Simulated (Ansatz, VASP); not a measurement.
## InAs in VASP and in Ansatz

File INCAR:

```
ALGO     = Normal         # electronic algorithm
EDIFF    = 1E-6           # SCF threshold, eV
ENCUT    = 520            # plane-wave cutoff, eV
ISIF     = 2              # what is computed and relaxed
ISMEAR   = -1             # smearing method
LASPH    = T              # aspherical terms in the spheres
LCHARG   = T              # write CHGCAR
LELF     = T              # ELF
LREAL    = F              # projectors in reciprocal space
LVHAR    = T            
LWAVE    = F              # write WAVECAR
NBANDS   = 16             # bands
NELM     = 80             # most SCF steps
PREC     = Accurate       # precision mode
SIGMA    = 0.08           # smearing width, eV
```

KPOINTS

```
k-points
0
Gamma
  11 11 11
```

The input POSCAR:

```
InAs
1.0
    0.0000000000      2.8877328299      2.8877328299
    2.8877328299      0.0000000000      2.8877328299
    2.8877328299      2.8877328299      0.0000000000
In As
1 1
Direct
    0.0000000000      0.0000000000      0.0000000000
    0.2500000000      0.2500000000      0.2500000000
```

Input for Ansatz:

```yaml
crystal:
  lattice:
    - [0.0, 2.8877328299, 2.8877328299]
    - [2.8877328299, 0.0, 2.8877328299]
    - [2.8877328299, 2.8877328299, 0.0]
  atoms:
    - { symbol: In, position: [0.0, 0.0, 0.0] }
    - { symbol: As, position: [0.25, 0.25, 0.25] }
kpoints:
  mp_grid: { grid: [11, 11, 11] }
scf:
  occupations: { method: fermi_dirac, width: 0.08 }
hamiltonian:
  xc: lda
  pseudopotentials: { kind: paw }
output:
  forces: true
  stress: true
  eigenvalues: true
  populations: true
```

Change from the starting cell: volume scaled by 0.88, PAW files.

Alike in both runs: task single point; functional LDA; k mesh 11 × 11 × 11; occupations fermi-dirac, width 0.08 eV; no spin polarisation.

```csv
,VASP,Ansatz
version,VASP 6.6.1,Ansatz 0.2.0
potentials or method,"VASP PAW LDA potentials, release 64 (In_d, As)","PAW with Ansatz's default frozen-core files, scalar-relativistic"
plane-wave cutoff (eV),520,420
valence electrons in the cell,18,28
```

Ansatz gave:

```
pressure (GPa) : 10.3
```

Task: Which values does VASP return?

Result: Pressure (GPa): 10.6.

The two sets of potentials don't hold the same shells in valence.

Caveats: spin-orbit coupling is left out, which moves the levels of the heavy elements.
